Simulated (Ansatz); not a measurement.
## SrO: changing the functional

```xyz
2
Lattice="0.0000 2.5663 2.5663 2.5663 0.0000 2.5663 2.5663 2.5663 0.0000" Properties=species:S:1:pos:R:3 pbc="T T T"
Sr    2.5663    2.5663    2.5663
O     0.0000    0.0000    0.0000
```

Kept alike: task band structure; k mesh 9 × 9 × 9; occupations fermi-dirac, width 0.05 eV; no spin polarisation. Program: Ansatz, all-electron LAPW, scalar-relativistic. The mesh is that of the run's cell of 2 atoms. No spin-orbit coupling.

```csv
functional,band gap (eV),pressure (GPa)
BLYP,3.449,6.22
LDA,3.153,-3.82
PBE,3.309,3.33
PBEsol,3.198,-0.55
RPBE,3.428,6.39
revPBE,3.398,5.58
```

Pressure is positive in compression. Gaps are the smaller of the mesh's and the band path's.

**Question.** What does the functional change here?

**Answer.** The band gap runs from 3.153 (LDA) to 3.449 eV (BLYP). From PBE: BLYP +0.140; LDA -0.156; PBEsol -0.111; RPBE +0.119; revPBE +0.089. The pressure runs from -3.82 (LDA) to 6.39 GPa (RPBE). From PBE: BLYP +2.89; LDA -7.15; PBEsol -3.88; RPBE +3.06; revPBE +2.25. A positive pressure means that the functional's own cell is larger than the one given, a negative one that it is smaller.

At this fixed cell the gap and the pressure rise together from LDA through PBEsol, PBE and revPBE; only BLYP and RPBE break the order, BLYP having the larger gap but the slightly lower pressure. The pressure trend reflects how strongly each functional rewards density inhomogeneity: stronger gradient enhancement favours more separated ions and weakens the cohesion, whereas LDA overbinds. PBEsol, with its softened gradient dependence, lies closest to equilibrium here.

The gap separates mainly O 2p valence states from Sr-derived conduction states. Since the geometry is common to all rows, its variation comes from the exchange-correlation potential, which probably shifts the compact oxygen states relative to the cation states, and not from differences in volume. All six gaps fall well below experiment, as expected of semilocal Kohn-Sham gaps, which lack the derivative discontinuity. The spread between functionals is small beside that shortfall, so BLYP's larger value is no sign of a better description of the excitation. Relaxing each cell would add a volume contribution that could alter the ordering of the gaps.
